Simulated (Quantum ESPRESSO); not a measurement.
# GaP (F-43m) in Quantum ESPRESSO: further runs

One crystal, GaP, is run at these levels: vdW-DF3-opt2; tasks: band structure, single point, equation of state.

All numbers are computed with Quantum ESPRESSO 7.5; they aren't measurements. Logs are shortened: lines on timing, memory, paths and dates and some standing lists are left out, and cuts for length are marked.

**The experiment to reproduce.**

“Stacking defects in GaP nanowires: Electronic structure and optical properties”, 2018, arxiv:1810.01194 quotes, for a bulk crystal of GaP at 10 K: band gap 2.34 eV (indirect).

From “Phosphorous dimerization in GaP at high pressure”, 2017, arxiv:1709.06667, for a bulk crystal of GaP: bulk modulus 87.5 ± 0.6 GPa.

How close the calculation comes is told below.

## 1. The structure

It takes space group F-43m (No. 216, cubic). The conventional cell has a = 5.451 Å, b = 5.451 Å, c = 5.451 Å, α = 90.00°, β = 90.00°, γ = 90.00°. Around Ga (site symmetry -43m) lie 4 P at 2.36 Å. P (site symmetry -43m) is surrounded by 4 Ga at 2.36 Å.

## 2. Band structure, vdW-DF3-opt2

The input, pw.in:

```
&CONTROL
  calculation = 'scf'
  prefix = 'pwscf'
  outdir = './tmp'
  pseudo_dir = './pseudo'
  tprnfor = .true.
  tstress = .true.
  disk_io = 'low'
/
&SYSTEM
  ibrav = 0
  nat = 2
  ntyp = 2
  ecutwfc = 80
  nbnd = 15
  input_dft = 'vdw-df3-opt2'
  occupations = 'smearing'
  smearing = 'fd'
  degauss = 0.00367493
/
&ELECTRONS
  conv_thr = 4d-10
  electron_maxstep = 120
  mixing_beta = 0.5
/
ATOMIC_SPECIES
Ga    69.7230 Ga.upf
P     30.9738 P.upf
CELL_PARAMETERS angstrom
   0.0000000000    2.7252500000    2.7252500000
   2.7252500000    0.0000000000    2.7252500000
   2.7252500000    2.7252500000    0.0000000000
ATOMIC_POSITIONS crystal
Ga     0.0000000000    0.0000000000    0.0000000000
P      0.7500000000    0.7500000000    0.7500000000
K_POINTS automatic
8 8 8 0 0 0
```

The input, pp_density.in:

```
&INPUTPP
  prefix = 'pwscf'
  outdir = './tmp'
  filplot = 'density.dat'
  plot_num = 0
/
&PLOT
  nfile = 1
  filepp(1) = 'density.dat'
  iflag = 3
  output_format = 6
  fileout = 'density.cube'
/
```

The input, pp_potential.in:

```
&INPUTPP
  prefix = 'pwscf'
  outdir = './tmp'
  filplot = 'potential.dat'
  plot_num = 11
/
&PLOT
  nfile = 1
  filepp(1) = 'potential.dat'
  iflag = 3
  output_format = 6
  fileout = 'potential.cube'
/
```

The input, pp_elf.in:

```
&INPUTPP
  prefix = 'pwscf'
  outdir = './tmp'
  filplot = 'elf.dat'
  plot_num = 8
/
&PLOT
  nfile = 1
  filepp(1) = 'elf.dat'
  iflag = 3
  output_format = 6
  fileout = 'elf.cube'
/
```

The input, bands.in:

```
&CONTROL
  calculation = 'bands'
  prefix = 'pwscf'
  outdir = './tmp'
  pseudo_dir = './pseudo'
  disk_io = 'low'
  verbosity = 'high'
/
&SYSTEM
  ibrav = 0
  nat = 2
  ntyp = 2
  ecutwfc = 80
  nbnd = 15
  input_dft = 'vdw-df3-opt2'
  occupations = 'smearing'
  smearing = 'fd'
  degauss = 0.00367493
/
&ELECTRONS
  conv_thr = 1d-08
  electron_maxstep = 120
  mixing_beta = 0.5
  diago_full_acc = .true.
/
ATOMIC_SPECIES
Ga    69.7230 Ga.upf
P     30.9738 P.upf
CELL_PARAMETERS angstrom
   0.0000000000    2.7252500000    2.7252500000
   2.7252500000    0.0000000000    2.7252500000
   2.7252500000    2.7252500000    0.0000000000
ATOMIC_POSITIONS crystal
Ga     0.0000000000    0.0000000000    0.0000000000
P      0.7500000000    0.7500000000    0.7500000000
K_POINTS crystal
60
 0.0000000000  0.0000000000  0.0000000000 1
 0.0625000000  0.0000000000  0.0625000000 1
 0.1250000000  0.0000000000  0.1250000000 1
 0.1875000000  0.0000000000  0.1875000000 1
 0.2500000000  0.0000000000  0.2500000000 1
 0.3125000000  0.0000000000  0.3125000000 1
 0.3750000000  0.0000000000  0.3750000000 1
 0.4375000000  0.0000000000  0.4375000000 1
 0.5000000000  0.0000000000  0.5000000000 1
 0.5000000000  0.0625000000  0.5625000000 1
 0.5000000000  0.1250000000  0.6250000000 1
 0.5000000000  0.1875000000  0.6875000000 1
 0.5000000000  0.2500000000  0.7500000000 1
 0.4375000000  0.3125000000  0.7500000000 1
 0.3750000000  0.3750000000  0.7500000000 1
 0.3375000000  0.3375000000  0.6750000000 1
 0.3000000000  0.3000000000  0.6000000000 1
 0.2625000000  0.2625000000  0.5250000000 1
 0.2250000000  0.2250000000  0.4500000000 1
 0.1875000000  0.1875000000  0.3750000000 1
 0.1500000000  0.1500000000  0.3000000000 1
 0.1125000000  0.1125000000  0.2250000000 1
 0.0750000000  0.0750000000  0.1500000000 1
 0.0375000000  0.0375000000  0.0750000000 1
 0.0000000000  0.0000000000  0.0000000000 1
 0.0625000000  0.0625000000  0.0625000000 1
 0.1250000000  0.1250000000  0.1250000000 1
 0.1875000000  0.1875000000  0.1875000000 1
 0.2500000000  0.2500000000  0.2500000000 1
 0.3125000000  0.3125000000  0.3125000000 1
 0.3750000000  0.3750000000  0.3750000000 1
 0.4375000000  0.4375000000  0.4375000000 1
 0.5000000000  0.5000000000  0.5000000000 1
 0.5250000000  0.4500000000  0.5250000000 1
 0.5500000000  0.4000000000  0.5500000000 1
 0.5750000000  0.3500000000  0.5750000000 1
 0.6000000000  0.3000000000  0.6000000000 1
 0.6250000000  0.2500000000  0.6250000000 1
 0.5833333333  0.2500000000  0.6666666667 1
 0.5416666667  0.2500000000  0.7083333333 1
 0.5000000000  0.2500000000  0.7500000000 1
 0.5000000000  0.2857142857  0.7142857143 1
 0.5000000000  0.3214285714  0.6785714286 1
 0.5000000000  0.3571428571  0.6428571429 1
 0.5000000000  0.3928571429  0.6071428571 1
 0.5000000000  0.4285714286  0.5714285714 1
 0.5000000000  0.4642857143  0.5357142857 1
 0.5000000000  0.5000000000  0.5000000000 1
 0.4821428571  0.4821428571  0.5357142857 1
 0.4642857143  0.4642857143  0.5714285714 1
 0.4464285714  0.4464285714  0.6071428571 1
 0.4285714286  0.4285714286  0.6428571429 1
 0.4107142857  0.4107142857  0.6785714286 1
 0.3928571429  0.3928571429  0.7142857143 1
 0.3750000000  0.3750000000  0.7500000000 1
 0.6250000000  0.2500000000  0.6250000000 1
 0.5937500000  0.1875000000  0.5937500000 1
 0.5625000000  0.1250000000  0.5625000000 1
 0.5312500000  0.0625000000  0.5312500000 1
 0.5000000000  0.0000000000  0.5000000000 1
```

Potentials or basis: PseudoDojo 0.4.1 SR PBE standard.

Run with:

```sh
$ OMP_NUM_THREADS=1 pw.x -in pw.in > pw.out
$ OMP_NUM_THREADS=1 pp.x -in pp_density.in > pp_density.out
$ OMP_NUM_THREADS=1 pp.x -in pp_potential.in > pp_potential.out
$ OMP_NUM_THREADS=1 pp.x -in pp_elf.in > pp_elf.out
$ OMP_NUM_THREADS=1 pw.x -in bands.in > bands.out
```

pw.out:

```text
This program is part of the open-source Quantum ESPRESSO suite
     for quantum simulation of materials; please cite
         "P. Giannozzi et al., J. Phys.:Condens. Matter 21 395502 (2009);
         "P. Giannozzi et al., J. Phys.:Condens. Matter 29 465901 (2017);
         "P. Giannozzi et al., J. Chem. Phys. 152 154105 (2020);
     in publications or presentations arising from this work. More details at

     IMPORTANT: XC functional enforced from input :
     Exchange-correlation= VDW-DF3-OPT2
                           (   1   4  46   0   4   0   0)
     Any further DFT definition will be discarded
     Please, verify this is what you really want

     Message from routine setup:
     using ibrav=0 with symmetry is DISCOURAGED, use correct ibrav instead

     G-vector sticks info
     --------------------
     sticks:   dense  smooth     PW     G-vecs:    dense   smooth      PW
     Sum        1159    1159    349                26469    26469    4279

     Using Slab Decomposition

     bravais-lattice index     =            0
     lattice parameter (alat)  =       7.2832  a.u.
     unit-cell volume          =     273.1780 (a.u.)^3
     number of atoms/cell      =            2
     number of atomic types    =            2
     number of electrons       =        18.00
     number of Kohn-Sham states=           15
     kinetic-energy cutoff     =      80.0000  Ry
     charge density cutoff     =     320.0000  Ry
     scf convergence threshold =      4.0E-10
     mixing beta               =       0.5000
     number of iterations used =            8  plain     mixing
     Exchange-correlation= VDW-DF3-OPT2
                           (   1   4  46   0   4   0   0)

     celldm(1)=   7.283166  celldm(2)=   0.000000  celldm(3)=   0.000000
     celldm(4)=   0.000000  celldm(5)=   0.000000  celldm(6)=   0.000000

     crystal axes: (cart. coord. in units of alat)
               a(1) = (   0.000000   0.707107   0.707107 )
               a(2) = (   0.707107   0.000000   0.707107 )
               a(3) = (   0.707107   0.707107   0.000000 )

     reciprocal axes: (cart. coord. in units 2 pi/alat)
               b(1) = ( -0.707107  0.707107  0.707107 )
               b(2) = (  0.707107 -0.707107  0.707107 )
               b(3) = (  0.707107  0.707107 -0.707107 )

     PseudoPot. # 1 for Ga read from file:
     Ga.upf
     Pseudo is Norm-conserving + core correction, Zval = 13.0
     Generated using ONCVPSP code by D. R. Hamann
     Using radial grid of 1902 points,  6 beta functions with:
                l(1) =   0
                l(2) =   0
                l(3) =   1
                l(4) =   1
                l(5) =   2
                l(6) =   2

     PseudoPot. # 2 for P  read from file:
     P.upf
     Pseudo is Norm-conserving + core correction, Zval =  5.0
     Generated using ONCVPSP code by D. R. Hamann
     Using radial grid of 1298 points,  6 beta functions with:
                l(1) =   0
                l(2) =   0
                l(3) =   1
                l(4) =   1
                l(5) =   2
                l(6) =   2

     atomic species   valence    mass     pseudopotential
     Ga               13.00    69.72300     Ga( 1.00)
     P                 5.00    30.97380     P ( 1.00)

     24 Sym. Ops. (no inversion) found

   Cartesian axes

     site n.     atom                  positions (alat units)
         1        Ga     tau(   1) = (   0.0000000   0.0000000   0.0000000  )
         2        P      tau(   2) = (   1.0606602   1.0606602   1.0606602  )

     number of k points=    29  Fermi-Dirac smearing, width (Ry)=  0.0037
                       cart. coord. in units 2pi/alat
        k(    1) = (   0.0000000   0.0000000   0.0000000), wk =   0.0039062
        k(    2) = (   0.0883883   0.0883883  -0.0883883), wk =   0.0312500
        k(    3) = (   0.1767767   0.1767767  -0.1767767), wk =   0.0312500
        k(    4) = (   0.2651650   0.2651650  -0.2651650), wk =   0.0312500
        k(    5) = (  -0.3535534  -0.3535534   0.3535534), wk =   0.0156250
[... 32 lines left out ...]
     %  * Unscreened and range-separated hybrid vdW-DF2-b86r functionals    %
     %    DOI: 10.1063/1.4986522 and DOI: 10.1103/PhysRevX.12.041003        %
     %    use with input_dft = 'vdW-DF2-br0' and 'vdW-DF2-ahbr'             %
     %                                                                      %
     %%%%%%%%%%%%%%%%%%%%%%%%%%%%%%%%%%%%%%%%%%%%%%%%%%%%%%%%%%%%%%%%%%%%%%%%

     Starting wfcs are   13 randomized atomic wfcs +    2 random wfcs

     Self-consistent Calculation

     iteration #  1     ecut=    80.00 Ry     beta= 0.50
     Davidson diagonalization with overlap
     ethr =  1.00E-02,  avg # of iterations =  4.9

     Threshold (ethr) on eigenvalues was too large:
     Diagonalizing with lowered threshold

     Davidson diagonalization with overlap
     ethr =  4.01E-04,  avg # of iterations =  1.9

     total energy              =    -166.67171432 Ry
     estimated scf accuracy    <       0.07190517 Ry

     iteration #  2     ecut=    80.00 Ry     beta= 0.50
     Davidson diagonalization with overlap
     ethr =  3.99E-04,  avg # of iterations =  2.2
[... 43 lines left out ...]
     total energy              =    -166.68343513 Ry
     estimated scf accuracy    <          9.3E-10 Ry

     iteration #  9     ecut=    80.00 Ry     beta= 0.50
     Davidson diagonalization with overlap
     ethr =  5.16E-12,  avg # of iterations =  2.4

     End of self-consistent calculation

          k = 0.0000 0.0000 0.0000 (  3287 PWs)   bands (ev):

    -6.9974  -6.9974  -6.9974  -6.8974  -6.8974  -4.9917   7.5484   7.5484
     7.5484   9.2000  11.3659  11.3659  11.3659  16.1577  17.3157

          k = 0.0884 0.0884-0.0884 (  3311 PWs)   bands (ev):

    -7.0116  -6.9927  -6.9927  -6.8974  -6.8974  -4.7881   5.8757   7.3145
     7.3145   9.8647  11.7183  11.7183  11.9350  16.6877  16.6880
[... 83 lines left out ...]
    -7.1094  -6.9409  -6.9359  -6.9264  -6.8786  -2.2133   1.0348   4.3745
     5.0169   9.3708  10.3418  16.2888  16.6541  18.6037  19.4879

          k = 0.0000-0.5303 0.5303 (  3282 PWs)   bands (ev):

    -7.1013  -6.9510  -6.9401  -6.9169  -6.8849  -2.0270   0.8971   3.5795
     5.2726   9.6588  12.2865  15.7187  15.7301  16.7428  17.8955

          k =-0.7071 0.0000 0.0000 (  3306 PWs)   bands (ev):

    -7.1175  -6.9341  -6.9309  -6.9309  -6.8753  -1.9895   0.6889   4.8418
     4.8418   9.1346   9.2847  18.0346  18.0347  18.6140  20.4173

          k = 0.3536 0.1768 0.0000 (  3314 PWs)   bands (ev):

    -7.0661  -6.9703  -6.9663  -6.9084  -6.8881  -3.7204   3.1310   5.1227
     6.2611  10.7616  11.5435  12.9185  14.0096  16.0538  18.6009

          k =-0.2652-0.4419 0.6187 (  3296 PWs)   bands (ev):
[... 16 lines left out ...]
    -7.0974  -6.9570  -6.9404  -6.9138  -6.8865  -2.1240   1.0228   3.8003
     4.8475  10.7079  12.3666  13.6820  15.6261  17.1394  19.7555

          k = 0.0000-0.3536 0.5303 (  3293 PWs)   bands (ev):

    -7.0910  -6.9626  -6.9450  -6.9080  -6.8906  -2.3125   1.2308   3.6470
     5.2059  11.0976  12.9803  13.0679  15.5693  16.3789  18.1455

          k =-0.7071 0.1768-0.0000 (  3296 PWs)   bands (ev):

    -7.1084  -6.9439  -6.9362  -6.9223  -6.8806  -1.9432   0.7820   4.3584
     4.4275  10.2581  10.4095  15.9583  16.0671  18.9369  19.3650

          k =-0.7071 0.3536 0.0000 (  3268 PWs)   bands (ev):

    -7.0977  -6.9584  -6.9368  -6.9127  -6.8885  -1.8952   0.8884   3.9478
     4.0924  12.2172  12.3346  13.5691  13.6213  19.0336  19.3262

     the Fermi energy is     8.2905 ev

!    total energy              =    -166.68343513 Ry
     estimated scf accuracy    <          2.9E-11 Ry
     smearing contrib. (-TS)   =      -0.00000000 Ry
     internal energy E=F+TS    =    -166.68343513 Ry

     The total energy is F=E-TS. E is the sum of the following terms:
     one-electron contribution =     -76.50684772 Ry
     hartree contribution      =      52.07757672 Ry
     xc contribution           =     -45.77654024 Ry
     ewald contribution        =     -96.47762389 Ry

     convergence has been achieved in   9 iterations

     Forces acting on atoms (cartesian axes, Ry/au):

     atom    1 type  1   force =     0.00000000   -0.00000000   -0.00000000
     atom    2 type  2   force =    -0.00000000    0.00000000    0.00000000

     Total force =     0.000000     Total SCF correction =     0.000000

     Computing stress (Cartesian axis) and pressure

          total   stress  (Ry/bohr**3)                   (kbar)     P=        7.93
   0.00005392   0.00000000   0.00000000            7.93        0.00        0.00
   0.00000000   0.00005392  -0.00000000            0.00        7.93       -0.00
   0.00000000  -0.00000000   0.00005392            0.00       -0.00        7.93

=------------------------------------------------------------------------------=
   JOB DONE.
=------------------------------------------------------------------------------=
```

Run time: 6.1 min. Hardware: 1 thread of Arm Neoverse V1, shared host; peak memory 0.13 GiB.

Results:

```yaml
Free_energy: -2267.8437 eV
Pressure: 0.8 GPa
Band_gap_on_the_k_mesh: 1.54 eV, indirect (least direct gap 1.65 eV)
Band_gap_along_the_path: 1.52 eV, indirect (least direct gap 1.65 eV)
```

Levels at the corners of the path, in eV from the valence-band top:
```tsv
point	band 7	band 8	band 9	band 10	band 11	band 12
Γ	0.00	0.00	0.00	1.65	3.82	3.82
X	-6.86	-2.71	-2.71	1.59	1.74	10.49
W	-6.66	-3.60	-3.46	4.67	4.79	6.02
K	-6.65	-3.97	-2.28	2.11	4.74	8.17
Γ	0.00	0.00	0.00	1.65	3.82	3.82
L	-6.71	-1.13	-1.13	1.54	4.67	4.67
U	-6.65	-3.97	-2.28	2.11	4.74	8.17
W	-6.66	-3.60	-3.46	4.67	4.79	6.02
L	-6.71	-1.13	-1.13	1.54	4.67	4.67
K	-6.65	-3.97	-2.28	2.11	4.74	8.17
U	-6.65	-3.97	-2.28	2.11	4.74	8.17
X	-6.86	-2.71	-2.71	1.59	1.74	10.49
```

Caveat: the potentials were made for another functional, which shifts forces and pressure.

## 3. Single point, vdW-DF3-opt2, 19.03 Å³/atom

pw.in, as its differences from that of step 2:

```diff
@@ -7,3 +7,3 @@
   tstress = .true.
-  disk_io = 'low'
+  disk_io = 'nowf'
 /
@@ -29,5 +29,5 @@
 CELL_PARAMETERS angstrom
-   0.0000000000    2.7252500000    2.7252500000
-   2.7252500000    0.0000000000    2.7252500000
-   2.7252500000    2.7252500000    0.0000000000
+   0.0000000000    2.6696170428    2.6696170428
+   2.6696170428    0.0000000000    2.6696170428
+   2.6696170428    2.6696170428    0.0000000000
 ATOMIC_POSITIONS crystal
```

Potentials or basis: PseudoDojo 0.4.1 SR PBE standard.

Run with:

```sh
$ OMP_NUM_THREADS=1 pw.x -in pw.in > pw.out
```

Run time: 90 s. Hardware: 1 thread of Arm Neoverse V1, shared host; peak memory 0.13 GiB.

It converged, with:

- Free energy: -2267.7886 eV
- Pressure: 6.7 GPa
- Band gap on the k mesh: 1.46 eV, indirect (least direct gap 2.18 eV)

Caveat: the potentials were made for another functional, which shifts forces and pressure.

[end of part 1 of 2]
